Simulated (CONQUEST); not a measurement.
Crystal: Cd.

```
CELL_PARAMETERS angstrom
3.13694 0.00000 0.00000
0.00000 3.13694 0.00000
0.00000 0.00000 4.43630
ATOMIC_POSITIONS crystal
Cd 0.00000 0.00000 0.00000
Cd 0.50000 0.50000 0.50000
```

This isn't the form of Cd at room conditions, which is hcp.

* Program: CONQUEST 1.3
* Task: single point
* Functional: PBE
* Potentials or basis: PseudoDojo NC PBE, DZP, grid cutoff 120 Ha
* k mesh: 9 × 9 × 6
* Occupations: fermi-dirac, width 0.05 eV
* Spin: no spin polarisation

On this cell: pressure 3.4 GPa; largest force zero by symmetry; band gap on the k mesh none (metal or under the smearing width).

The same run follows on a disturbed copy (atoms of the box moved at random, drawn with an rms of 0.05 Å):

```
Cd
1.0
     3.13694    0.00000    0.00000
     0.00000    3.13694    0.00000
     0.00000    0.00000    4.43630
Cd
2
Cartesian
  0.0066 0.0142 -0.0021
  1.5497 1.6212 2.2032
```

**Question.** What does the disturbed cell give?

**Answer.** The energy (extrapolated to zero smearing) moves by +0.6 meV/atom; pressure 3.5 GPa; largest force 0.071 eV/Å; band gap on the k mesh none (metal or under the smearing width).

Forces on the atoms (eV/Å):
```
Cd  -0.014  0.036 -0.043
Cd   0.018 -0.033  0.060
```

The forces don't sum to zero, so they hold noise of the program's grid.

Caveats: the basis of atomic orbitals isn't converged, which shifts pressures, moduli and gaps; the box holds several primitive cells, so bands are folded and the points are those of the box's own zone (some runs); the real-space grid breaks the cell's symmetry a little (some runs).
